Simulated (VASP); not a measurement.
Write the native input for VASP 6.6.1 that does the following.

```yaml
Task: single point
Functional: PBE
Potentials_or_basis: VASP PAW PBE potentials, release 64 (In_d, As)
Cutoff: 520 eV
k_mesh: 8 × 8 × 8
Occupations: gaussian, width 0.018 eV
Spin: no spin polarisation
Further_INCAR_settings: ALGO = Normal; EDIFF = 1e-06
```

The structure of InAs lies in POSCAR:

```
InAs
1.0
    0.0000000000      3.0180000000      3.0180000000
    3.0180000000      0.0000000000      3.0180000000
    3.0180000000      3.0180000000      0.0000000000
In As
1 1
Direct
    0.0000000000      0.0000000000      0.0000000000
    0.7500000000      0.7500000000      0.7500000000
```

The input as run:

INCAR

```
ALGO = Normal
EDIFF = 1E-6
ENCUT = 520
GGA = PE
ISIF = 2
ISMEAR = 0
LASPH = T
LCHARG = F
LREAL = F
LWAVE = F
NELM = 60
PREC = Accurate
SIGMA = 0.018000000000000002
```

KPOINTS

```
k-points
0
Gamma
  8 8 8
```

Potentials or basis: VASP PAW PBE potentials, release 64 (In_d, As).

Command:

```bash
$ cat potpaw_PBE.64/In_d/POTCAR potpaw_PBE.64/As/POTCAR > POTCAR
$ mpirun -np 1 vasp_std > vasp.out
```

It gave:

```json
{
  "Pressure": "4.4 GPa",
  "Band gap on the k mesh": "none (metal or under the smearing width)"
}
```

Caveat: this crystal is a semiconductor, whose small gap the functional closes, so the metal is an error of the method.

Run time: 19 s on 1 thread of Intel(R) Xeon(R) Platinum 8488C (Sapphire Rapids), on a shared host, peak memory 0.18 GiB.
